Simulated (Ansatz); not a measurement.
Input of an Ansatz 0.2.0 run:

Contents of input.yaml:

```yaml
crystal:
  lattice:
    - [2.98611099, 0.0, 0.0]
    - [0.0, 2.98611099, 0.0]
    - [0.0, 0.0, 2.98611099]
  atoms:
    - { symbol: Co, position: [0.5, 0.5, 0.5], spin: 2.0 }
    - { symbol: Ti, position: [0.0, 0.0, 0.0], spin: 1.0 }
kpoints:
  mp_grid: { grid: [9, 9, 9] }
  band_path:
    path:
      - [0.0, 0.0, 0.0]
      - [0.0, 0.5, 0.0]
      - [0.5, 0.5, 0.0]
      - [0.0, 0.0, 0.0]
      - [0.5, 0.5, 0.5]
      - [0.0, 0.5, 0.0]
    npoints: 8
scf:
  occupations: { method: fermi_dirac, width: 0.05 }
hamiltonian:
  xc: pbesol
  pseudopotentials: { kind: all_electron, lapw: { basis_error: 0.001 } }
magnetization:
  spin_polarized: true
output:
  forces: true
  stress: true
  eigenvalues: true
```

Potentials or basis: all-electron LAPW, scalar-relativistic.

Command:

```console
$ ansatz run input.yaml --threads 2 --pin off --max-ram 6144MiB --backend cpu --events-out ev --progress --plain --runs-dir out
```

Question: Predict the absolute moment.

Answer: 0.91 μB per cell.

Question: Predict the net moment.

Answer: 0.73 μB per cell.

Question: Predict the band gap along the path.

Answer: None (metal or under the smearing width).

Question: Predict the site moments.

Answer: Co +0.82; Ti -0.04 μB.

Levels at the corners of the path, in eV from the Fermi level:
Spin up:
| point | band 11 | band 12 | band 13 | band 14 | band 15 | band 16 | band 17 | band 18 | band 19 | band 20 |
| --- | --- | --- | --- | --- | --- | --- | --- | --- | --- | --- |
| Γ | -4.15 | -1.82 | -1.82 | -1.82 | 0.51 | 0.51 | 2.69 | 2.69 | 2.69 | 8.82 |
| X | -3.00 | -1.93 | -1.93 | -1.46 | -0.75 | -0.53 | 0.64 | 0.64 | 2.24 | 3.88 |
| M | -2.70 | -2.70 | -1.37 | -0.70 | 0.55 | 0.55 | 1.11 | 2.48 | 2.48 | 3.12 |
| Γ | -4.15 | -1.82 | -1.82 | -1.82 | 0.51 | 0.51 | 2.69 | 2.69 | 2.69 | 8.82 |
| R | -2.77 | -2.14 | -2.14 | -2.14 | -1.34 | -1.34 | 3.19 | 3.19 | 6.81 | 8.26 |
| X | -3.00 | -1.93 | -1.93 | -1.46 | -0.75 | -0.53 | 0.64 | 0.64 | 2.24 | 3.88 |
Spin down:
```
point  band 11  band 12  band 13  band 14  band 15  band 16  band 17  band 18
    Γ    -3.60    -1.32    -1.32    -1.32     0.97     0.97     2.78     2.78
    X    -2.00    -1.40    -1.40    -0.88    -0.83     0.47     0.64     0.64
    M    -2.31    -2.31    -0.13     0.19     0.54     0.54     1.27     2.65
    Γ    -3.60    -1.32    -1.32    -1.32     0.97     0.97     2.78     2.78
    R    -2.33    -2.14    -2.14    -2.14    -0.10    -0.10     3.14     3.14
    X    -2.00    -1.40    -1.40    -0.88    -0.83     0.47     0.64     0.64
```
